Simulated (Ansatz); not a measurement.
Crystal: Au.

```xyz
2
Lattice="1.4113 -2.5559 0.0000 1.4113 2.5559 0.0000 0.0000 0.0000 4.8932" Properties=species:S:1:pos:R:3 pbc="T T T"
Au    1.4113    0.8451    1.2233
Au    1.4113   -0.8451    3.6699
```

This isn't the form of Au at room conditions, which is fcc.

Base run:

* Program: Ansatz 0.2.0
* Functional: PBEsol
* Potentials or basis: all-electron LAPW, scalar-relativistic
* Cutoff: 261 eV (chosen from the basis error)
* Basis error allowed: 0.001 eV/atom
* k mesh: 8 × 8 × 4
* Occupations: fermi-dirac, width 0.05 eV
* Spin: no spin polarisation

Its results: pressure -4.8 GPa; largest force 0.008 eV/Å.

Problem. The run is repeated on the same cell with these changes: potentials or basis from all-electron LAPW, scalar-relativistic to all-electron LAPW, relativistic spinors; spin from no spin polarisation to spin-orbit coupling, no magnetisation. What comes out?

Solution. Pressure -6.3 GPa; largest force 0.006 eV/Å.

Caveats: the k mesh is thin for a metal, which can move the energy by tens of meV per atom.
